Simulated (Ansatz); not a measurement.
**BAs: frozen-core PAW against all-electron methods**

```xyz
2
Lattice="0.0000 2.3885 2.3885 2.3885 0.0000 2.3885 2.3885 2.3885 0.0000" Properties=species:S:1:pos:R:3 pbc="T T T"
B     0.0000    0.0000    0.0000
As    3.5827    3.5827    3.5827
```

Atoms are numbered in the order listed.

The geometry is COD entry 9008833, unchecked; take it as a test cell.

All numbers are computed: DFT, LDA, PAW with Ansatz's default frozen-core files, scalar-relativistic (Ansatz 0.2.0); DFT, LDA, all-electron LAPW, scalar-relativistic (Ansatz 0.2.0).

For PAW: a Γ-centred 15×15×15 k mesh, Fermi–Dirac smearing of 0.03 eV, cutoff 420 eV, no spin polarisation; the PAW files were made with PBE, and the program remakes their frozen cores for this functional. LAPW targets a basis error of 0.25 meV/atom. The Ansatz runs share mesh, smearing and spin set-up. Plane-wave (PAW) pressures include the program's estimate of the Pulay term.

Stress and pressure are positive in compression.

Levels count from the top of the valence band.

PAW results:

```json
{"quantity": "pressure (GPa)", "PAW": "-3.93"}
{"quantity": "band gap (eV)", "PAW": "1.129"}
{"quantity": "highest filled level at Γ (eV)", "PAW": "0.000"}
{"quantity": "lowest empty level at Γ (eV)", "PAW": "3.253"}
{"quantity": "highest filled level at W (eV)", "PAW": "-5.200"}
{"quantity": "lowest empty level at W (eV)", "PAW": "5.200"}
{"quantity": "highest filled level at K (eV)", "PAW": "-3.476"}
{"quantity": "lowest empty level at K (eV)", "PAW": "1.994"}
```

What does all-electron LAPW give for the same quantities?


```
                      quantity    LAPW
                pressure (GPa)   -3.92
                 band gap (eV)   1.131
highest filled level at Γ (eV)   0.000
  lowest empty level at Γ (eV)   3.255
highest filled level at W (eV)  -5.198
  lowest empty level at W (eV)   5.202
highest filled level at K (eV)  -3.475
  lowest empty level at K (eV)   1.996
```
